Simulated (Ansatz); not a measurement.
Start from an 8-atom supercell of BeO in the wurtzite structure (space group P6_3mc, No. 186; a = 2.712 Å, c = 4.405 Å) at its relaxed geometry.

(Cell as relaxed with PBE.)

Levels (all Ansatz, a first-principles code, PAW): PBE (420 eV, scalar-relativistic without spin-orbit coupling); r2SCAN (500 eV, scalar-relativistic without spin-orbit coupling).

Each level relaxes its own structure.

Modification: one O atom is added in an open site, starting 1.73 Å from the nearest host atom, atoms relaxed at fixed cell, starting from a slightly rattled geometry.

| quantity | PBE | r2SCAN |
|---|---|---|
| final site of the added atom | 4 Be at 1.58–1.63 Å (tetrahedral) | … |
| pressure | 42.2 GPa | … |
| largest displacement of a host atom from its site in the perfect cell | 1.12 Å | … |

Given the PBE results, estimate those of r2SCAN.


- final site of the added atom, r2SCAN: 4 Be at 1.57–1.62 Å (tetrahedral)
- pressure, r2SCAN: 45.4 GPa
- largest displacement of a host atom from its site in the perfect cell, r2SCAN: 1.12 Å

They disagree on the final site of the added atom; PBE's pressure lies 3.2 GPa below r2SCAN's; the two agree on the largest displacement of a host atom from its site in the perfect cell. Neither level is exact; r2SCAN is the comparison here, not a measurement.

The magnetic state is the one reached from the starting moments; the real material's order can differ, and small cells can't hold many antiferromagnetic ones. In so small a cell the defect repeats every few ångströms: this is an ordered compound, not a dilute defect. Seeded moments were not kept for O interstitial (started 1.73 Å from the nearest host atom) and O interstitial (started 1.72 Å from the nearest host atom).
